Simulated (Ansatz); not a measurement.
**KCl: the band gap up the ladder of functionals**

The task here is to estimate one member of a computed series from the others.

The runs shown are made with Ansatz 0.2.0. PAW datasets, plane waves. The values are computed, spin-unpolarised, and not measurements.

## The cell

The cell was relaxed beforehand with r2SCAN.

Space group Fm-3m (No. 225), cubic; a = 6.290 Å in the conventional setting, 31.10 Å³ an atom. Near K stand 6 Cl at 3.14 Å; near Cl stand 6 K at 3.14 Å.

The structure in full:

```
K Cl
1.0
     0.00000    3.14485    3.14485
     3.14485    0.00000    3.14485
     3.14485    3.14485    0.00000
K Cl
1 1
Direct
  0.00000 0.00000 0.00000
  0.50000 0.50000 0.50000
```

Set-up of the first run:

Input file input.yaml:

```yaml
crystal:
  lattice:
    - [0.0, 3.1448483099, 3.1448483099]
    - [3.1448483099, 0.0, 3.1448483099]
    - [3.1448483099, 3.1448483099, 0.0]
  atoms:
    - { symbol: K, position: [0.0, 0.0, 0.0] }
    - { symbol: Cl, position: [0.5, 0.5, 0.5] }
kpoints:
  mp_grid: { grid: [8, 8, 8] }
  band_path:
    path:
      - [[0.0, 0.0, 0.0], [0.5, -2.778433892894e-17, 0.5], [0.625, 0.25, 0.625]]
      - [[0.375, 0.375, 0.75], [0.0, 0.0, 0.0], [0.5, 0.5, 0.5], [0.5, 0.25, 0.75], [0.5, -2.778433892894e-17, 0.5]]
    npoints: 10
hamiltonian:
  xc: pbe
scf:
  occupations: { method: fermi_dirac, width: 0.02 }
  n_extra_bands: 4
output:
  forces: true
  stress: true
  eigenvalues: true
  write_density: true
  write_potential: true
  elf: true
  volumetric_format: npy
```

Run with:

```bash
$ ansatz run input.yaml --threads 2 --pin off --max-ram 2211MiB --backend cpu --events-out ev --progress --plain --runs-dir out
```

Among the steps run: Band structure with PBE; r2SCAN; HSE06 at the same geometry; Quasiparticle levels, G0W0@PBE; PBE0.

One table of the session follows, with a row left open; its other results are not shown here.

| level | gap (eV) |
| --- | --- |
| PBE | ? |
| r2SCAN | 5.83 |
| HSE06 | 6.51 |
| G0W0@PBE (185 empty bands) | 7.88 |
| PBE0 | 7.24 |

Q: Estimate the row for PBE from the others.

As computed: gap (eV): 5.19. In the column «gap (eV)» it is the lowest.

Meshes: PBE 8×8×8, r2SCAN 8×8×8, HSE06 6×6×6, PBE0 6×6×6

PBE gives the least gap, 5.19 eV, and G0W0@PBE (185 empty bands) the largest, 7.88 eV. Against G0W0@PBE, PBE is short by 2.69 eV, at 66 % of it, and r2SCAN 74 %. PBE0 lies 0.74 eV above HSE06, which differs from it by screening the long-range exchange. No extrapolation in bands, cutoff or mesh was made for G0W0. The calculation is for fixed nuclei; the measurement holds lattice motion too.

Caveats from the session: Warnings in the runs' records: stress exchange threshold loose, stress scf threshold loose.
